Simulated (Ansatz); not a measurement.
# Ba, omega (AlB2-type): geometry optimisation

Theory: DFT, revPBE, plane waves (420 eV) with PAW, scalar-relativistic in Ansatz. The PAW files were generated under PBE, with cores re-solved for the functional.

k-point mesh 5×5×7, Fermi-Dirac smearing 0.1 eV, no spin polarisation. Cell and atoms relax.

Starting structure:

```yaml
crystal:
  lattice:
    - [7.0686539647, 0.0, 0.0]
    - [-3.5343269823, 6.121633904, 0.0]
    - [0.0, 0.0, 4.3330848804]
  atoms:
    - { symbol: Ba, position: [0.0, 0.0, 0.0] }
    - { symbol: Ba, position: [0.3333333333, 0.6666666667, 0.5] }
    - { symbol: Ba, position: [0.6666666667, 0.3333333333, 0.5] }
hamiltonian:
  xc: revpbe
  pseudopotentials:
    kind: paw
    azcp:
      Ba: "pseudopotentials/Ba.paw.azcp"
basis:
  ecutwfc: 420
  fft_grid_basis: typed
kpoints:
  mp_grid: { grid: [5, 5, 7], shift: [0, 0, 0] }
magnetization:
  spin_polarized: false
scf:
  occupations: { method: fermi_dirac, width: 0.1 }
relax:
  max_steps: 60
  f_tol: 0.01
  cell: {}
output:
  write_density: true
  write_potential: true
  elf: true
  volumetric_format: npy
```

**Question.** What cell does the relaxation end in?

**Answer.** P6/mmm with a = 7.353 Å, c = 4.368 Å (c/a = 0.594); 68.18 Å³ per atom against 62.50 at the start (9.1 %).

**Question.** How much energy does the relaxation gain?

**Answer.** 15.5 meV per atom.

Path of the relaxation (the plane waves are chosen anew near the end, which can shift the energy a little):

```json
{"step": "0", "E − E(final) (meV/atom)": "15.51", "V (Å³/atom)": "62.500", "P (GPa)": "0.74", "max force (eV/Å)": "0.000"}
{"step": "1", "E − E(final) (meV/atom)": "7.91", "V (Å³/atom)": "64.017", "P (GPa)": "0.52", "max force (eV/Å)": "0.000"}
{"step": "2", "E − E(final) (meV/atom)": "0.10", "V (Å³/atom)": "67.850", "P (GPa)": "0.04", "max force (eV/Å)": "0.000"}
{"step": "3", "E − E(final) (meV/atom)": "0.05", "V (Å³/atom)": "68.176", "P (GPa)": "0.01", "max force (eV/Å)": "0.000"}
{"step": "4", "E − E(final) (meV/atom)": "0.00", "V (Å³/atom)": "68.176", "P (GPa)": "0.01", "max force (eV/Å)": "0.000"}
```
